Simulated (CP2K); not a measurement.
The system is MgO.

```
Mg O
1.0
     2.96561    0.00000    0.00000
     1.48280    2.56829    0.00000
     1.48280    0.85610    2.42141
Mg O
1 1
Direct
  0.00000 0.00000 0.00000
  0.50000 0.50000 0.50000
```

The cell is a database's computed one.

Base run:

```yaml
Program: CP2K 2026.2
Functional: PBE
Potentials_or_basis: GTH_POTENTIALS Mg GTH-BLYP-q10, O GTH-BLYP-q6; DZVP-MOLOPT-SR-GTH basis
Density_cutoff: 19048 eV
k_mesh: 11 × 11 × 11
Occupations: fermi-dirac, width 0.05 eV
Spin: no spin polarisation
```

Its results: band gap on the k mesh 4.77 eV, direct; pressure 10.4 GPa.

The run is repeated on the same cell with these changes: potentials or basis from GTH_POTENTIALS Mg GTH-BLYP-q10, O GTH-BLYP-q6; DZVP-MOLOPT-SR-GTH basis to GTH_POTENTIALS Mg GTH-PADE-q10, O GTH-PADE-q6; DZVP-MOLOPT-SR-GTH basis; potentials from Mg GTH-BLYP-q10 of GTH_POTENTIALS, O GTH-BLYP-q6 of GTH_POTENTIALS to Mg GTH-PADE-q10 of GTH_POTENTIALS, O GTH-PADE-q6 of GTH_POTENTIALS. What comes out?

Band gap on the k mesh 4.89 eV, direct; pressure 8.7 GPa.

Caveats: the potentials were made for another functional, which shifts forces and pressure; the basis of atomic orbitals isn't converged, which shifts pressures, moduli and gaps.

